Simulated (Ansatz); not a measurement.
Level of theory: DFT PBE, scalar-relativistic, plane waves, PAW (Ansatz 0.2.0). All cells share a 420 eV cutoff and Γ-centred k meshes spaced at most about 0.3 Å⁻¹ (about 0.25 or finer for metals, 2π included). No spin polarisation.

Each guess is relaxed in cell and atoms at zero pressure, on a coarse mesh first where it starts far from rest and then on a converged one. The steps can't lower the symmetry of the start, but it can rise. Energies are static (0 K, no zero-point motion).

Two unrelaxed guesses for SnGe5:

A.

Space group P4/mmm (No. 123). a = 3.084 Å, b = 3.084 Å, c = 13.086 Å, α = 90.00°, β = 90.00°, γ = 90.00°
```tsv
atom	site	symmetry	x	y	z
Sn	1a	4/mmm	0.0000	0.0000	0.0000
Ge	2h	4mm	0.5000	0.5000	0.1667
Ge	2g	4mm	0.0000	0.0000	0.3333
Ge	1d	4/mmm	0.5000	0.5000	0.5000
```

B.

Space group P4/mmm (No. 123). a = 3.084 Å, b = 3.084 Å, c = 13.086 Å, α = 90.00°, β = 90.00°, γ = 90.00°
| atom | site | symmetry | x | y | z |
| --- | --- | --- | --- | --- | --- |
| Sn | 1d | 4/mmm | 0.5000 | 0.5000 | 0.5000 |
| Ge | 2g | 4mm | 0.0000 | 0.0000 | 0.6667 |
| Ge | 2h | 4mm | 0.5000 | 0.5000 | 0.8333 |
| Ge | 1a | 4/mmm | 0.0000 | 0.0000 | 0.0000 |

Question: Which guess leads to the lower structure, and by how much?

Answer: Both fall into one structure. A: P4/mmm at 20.7 Å³/atom → P4/mmm at 20.6 Å³/atom; B: P4/mmm at 20.7 Å³/atom → P4/mmm at 20.6 Å³/atom. Conventional cell: a = 3.401 Å, c = 10.672 Å. Sn has 8 Ge at 3.19 Å, 4 Sn at 3.40 Å and 2 Ge at 3.62 Å; around Ge on a site of symmetry 4mm lie 4 Ge at 2.85 Å, 4 Sn at 3.19 Å and 5 Ge at 3.24–3.40 Å; Ge on a second site of symmetry 4mm has 8 Ge at 2.85–2.95 Å, 5 Ge at 3.40–3.43 Å and 1 Sn at 3.62 Å; around Ge on a site of symmetry 4/mmm lie 8 Ge at 2.95 Å and 6 Ge at 3.24–3.40 Å.

```
Sn Ge
1.0
     3.40126    0.00000    0.00000
     0.00000    3.40126    0.00000
     0.00000    0.00000   10.67188
Sn Ge
1 5
Direct
  0.00000 0.00000 0.00000
  0.50000 0.50000 0.19628
  0.00000 0.00000 0.33940
  0.50000 0.50000 0.50000
  0.00000 0.00000 0.66060
  0.50000 0.50000 0.80372
```

Ends held by symmetry can be saddle points. This end isn't the lowest form computed: that has space group Pmmm (No. 47) and lies 10 meV/atom below it. Even the lowest of the cells shown lies +0.29 eV/atom against the elements. Some types were kept out of the candidates beforehand, so the set may lack a known form.
